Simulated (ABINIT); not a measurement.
Set up this calculation in ABINIT 10.8.3 (patched build), as the native input.

```yaml
Task: equation of state
Functional: HCTH407
Potentials_or_basis: JTH PAW PBE v2.0
Cutoff: 517 eV
k_mesh: 8 × 8 × 8
Occupations: fermi-dirac, width 0.05 eV
Spin: no spin polarisation
Fine-grid_cutoff: 1034.03 eV
Exchange_and_correlation_inside_the_PAW_spheres: full angular mesh (pawxcdev 0, this build's default; the released program takes 1)
```

Crystal: BeTe.

```
Te Be
1.0
     0.00000    2.77000    2.77000
     2.77000    0.00000    2.77000
     2.77000    2.77000    0.00000
Te Be
1 1
Direct
  0.75000 0.75000 0.75000
  0.00000 0.00000 0.00000
```

The input as run:

run.abi

```
# Datasets: one volume each
ndtset 7
getwfk -1
scalecart1 3*0.9795861087
scalecart2 3*0.9864848297
scalecart3 3*0.9932883884
scalecart4 3*1.0000000000
scalecart5 3*1.0066227096
scalecart6 3*1.0131594038
scalecart7 3*1.0196128224

# Pseudopotentials
pp_dirpath "./"
pseudos "Te.GGA_PBE-JTH.xml, Be.GGA_PBE-JTH.xml"

# Structure
acell 7.4027593915 7.4027593915 7.4027593915
rprim
     0.0000000000     0.7071067812     0.7071067812
     0.7071067812     0.0000000000     0.7071067812
     0.7071067812     0.7071067812     0.0000000000
ntypat 2
znucl 52 4
natom 2
typat 1 2
xred
     0.7500000000     0.7500000000     0.7500000000
     0.0000000000     0.0000000000     0.0000000000

# Plane-wave basis
ecut 19.0
pawecutdg 38.0

# k points
kptopt 1
ngkpt 8 8 8
nshiftk 1
shiftk 0.0 0.0 0.0

# Exchange and correlation
ixc 27

# Bands and occupations
nband 9
occopt 3
tsmear 0.05 eV

# SCF cycle
nstep 100
tolvrs 1.0e-9

# Output
iomode 3
prtwf 1
prtden 0
prteig 0
prtebands 0
enunit 2
```

Potentials or basis: JTH PAW PBE v2.0.

The run is started by

```bash
$ abinit run.abi > log 2>&1
```

It gave:

```yaml
Equilibrium_volume: "23.47 Å³/atom (rough: see the caveat)"
Bulk_modulus: 51 GPa (rough)
```

Caveat: pressures at fixed basis lie under the slope of the energies; the minimum lies outside the volumes run; the PAW data sets were made with another functional, which shifts forces and pressure a little.

Wall time 81 s on 1 thread of Arm Neoverse V1, on a shared host, peak memory 0.13 GiB.
